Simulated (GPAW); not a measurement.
PbF2 (Fluorocronite):

```xyz
3
Lattice="0.0000 2.9637 2.9637 2.9637 0.0000 2.9637 2.9637 2.9637 0.0000" Properties=species:S:1:pos:R:3 pbc="T T T"
Pb    0.0000    0.0000    0.0000
F     4.4455    4.4455    4.4455
F     1.4818    1.4818    1.4818
```

Program: GPAW 26.7.0. Alike in all runs: task band structure; no spin polarisation; cell as given; cutoff (eV) 800; smearing fermi-dirac 0.05 eV.

**Question.** Order these runs on this cell by their pressure, lowest first.
A. level r2SCAN; potentials or basis GPAW PAW data sets (gpaw-data 1.2.1), pw; k mesh 8 × 8 × 8; band points 100
B. level LDA; potentials or basis PAW data sets generated in the run's folder for this functional, pw; k mesh 6 × 6 × 6; band points 60
C. level PBE; potentials or basis PAW data sets generated in the run's folder for this functional, pw; k mesh 6 × 6 × 6; band points 100

**Answer.** B (-5.9 GPa), A (-1.8 GPa), C (1.3 GPa).

Caveats: the PAW data sets were made with another functional, which shifts forces and pressure a little (some runs).

Not every run made on this cell is shown here.
